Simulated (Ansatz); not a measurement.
CuO:

```xyz
4
Lattice="3.2880 0.0000 0.0000 -1.6440 2.8475 0.0000 0.0000 0.0000 5.3850" Properties=species:S:1:pos:R:3 pbc="T T T"
Cu    1.6440    0.9492    0.0000
Cu    0.0000    1.8983    2.6925
O     1.6440    0.9492    3.3667
O     0.0000    1.8983    0.6742
```

Measurements of this composition are mostly on another form, of space group No. 15.

```yaml
Program: Ansatz 0.2.0
Task: relaxation of cell and atoms
Functional: BLYP
Potentials_or_basis: Ansatz PAW
Cutoff: "420 eV (not typed: the program's choice for these potentials)"
k_mesh: 9 × 9 × 5
Occupations: fermi-dirac, width 0.05 eV
Spin: no spin polarisation
```

At the start: volume 12.60 Å³/atom.

Task: How do energy, volume and symmetry change on relaxing?

Result: It ends after 9 steps and the volume is 12.03 Å³/atom (-4.6 %); space group P6_3mc (No. 186, to 0.05 Å).

The path:
```
step  energy change (eV)  largest force (eV/Å)  volume (Å³)
   1              0.0000                0.0764        50.42
   2             -0.0323                0.0853        49.41
   3             -0.0515                0.0942        48.17
   4             -0.0535                0.0580        48.18
   5             -0.0544                0.0205        48.20
   6             -0.0544                0.0001        48.22
   7             -0.0464                0.0003        48.22
   8             -0.0471                0.0005        48.10
   9             -0.0465                0.0004        48.10
```

Final structure:
```
Cu O
1.0
     3.20087    0.00000    0.00000
    -1.60044    2.77204    0.00000
     0.00000    0.00000    5.42128
Cu O
2 2
Cartesian
  1.6004 0.9240 -0.0379
  0.0000 1.8480 2.6727
  1.6004 0.9240 3.4273
  0.0000 1.8480 0.7167
```

Caveat: the plane-wave basis is chosen anew once the cell has moved, so the energies of steps on either side of that aren't comparable; the pressure holds a Pulay correction of +0.8 GPa for the finite cutoff; the run has no spin polarisation, though such a crystal can be magnetic; the PAW data sets come from PBE, with cores solved anew for the run's functional, which leaves a small shift of forces and pressure.
